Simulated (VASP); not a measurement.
## P: relaxation of cell and atoms with PBEsol+D3(BJ)

P:

```
P
1.0
     1.67456    0.96681    2.72353
    -1.67456    0.96681    2.72353
     0.00000   -1.93362    2.72353
P
2
Direct
  0.24355 0.24355 0.24355
  0.75645 0.75645 0.75645
```

This isn't the form of P at room conditions, which is orthorhombic.

```json
{"Program": "VASP 6.6.1", "Task": "relaxation of cell and atoms", "Functional": "PBEsol", "Dispersion": "D3(BJ)", "Potentials or basis": "VASP PAW PBE potentials, release 64 (P)", "Cutoff": "520 eV", "k mesh": "12 × 12 × 12", "Occupations": "gaussian, width 0.02 eV", "Spin": "no spin polarisation", "Target pressure": "6 GPa", "Further INCAR settings": "ALGO = Normal; EDIFF = 1e-07; IBRION = 2; EDIFFG = -0.15; NSW = 80; ISIF = 3"}
```

```json
{
 "Pressure after relaxing": "5.9 GPa",
 "Largest force after relaxing": "0.006 eV/Å",
 "Band gap on the k mesh": "none (metal or under the smearing width)",
 "Dispersion energy per atom": "-0.429 eV"
}
```

Forces on the atoms (eV/Å):
```
P    0.000  0.000  0.006
P    0.000  0.000 -0.006
```

Stress tensor (GPa, compression positive):
```
5.80 0.00 0.00
0.00 5.80 0.00
0.00 0.00 5.96
```

Final structure:
```xyz
2
Lattice="1.6746 0.9668 2.7235 -1.6746 0.9668 2.7235 0.0000 -1.9336 2.7235" Properties=species:S:1:pos:R:3 pbc="T T T"
P     0.0000    0.0000    1.9899
P     0.0000    0.0000    6.1807
```

Levels at points of the mesh, in eV from the Fermi level:
```tsv
k point	band 1	band 2	band 3	band 4	band 5	band 6	band 7	band 8	band 9
(0.00, 0.00, 0.00)	-17.67	-2.47	-2.47	-2.29	-0.58	3.82	4.02	4.02	5.57
(0.50, 0.00, 0.00)	-13.28	-12.98	-2.24	-1.94	-1.24	-1.05	1.55	1.77	12.18
(0.50, 0.50, 0.00)	-12.82	-9.78	-7.38	-5.94	-5.81	0.09	8.71	8.77	9.42
(0.50, 0.50, 0.50)	-13.53	-12.63	-2.06	-2.06	-1.32	-1.32	1.29	1.94	12.02
```

Run time: 26 s on 1 thread of Intel(R) Xeon(R) 6975P-C (Granite Rapids), on a shared host, peak memory 0.18 GiB.

Caveat: the relaxation stopped at its first step, so nothing moved; the cell is relaxed towards a set pressure, so the enthalpy falls and the energy may rise; the PAW data sets were made with another functional, which shifts forces and pressure a little; pairwise dispersion overbinds metals, which lowers pressure and volume.
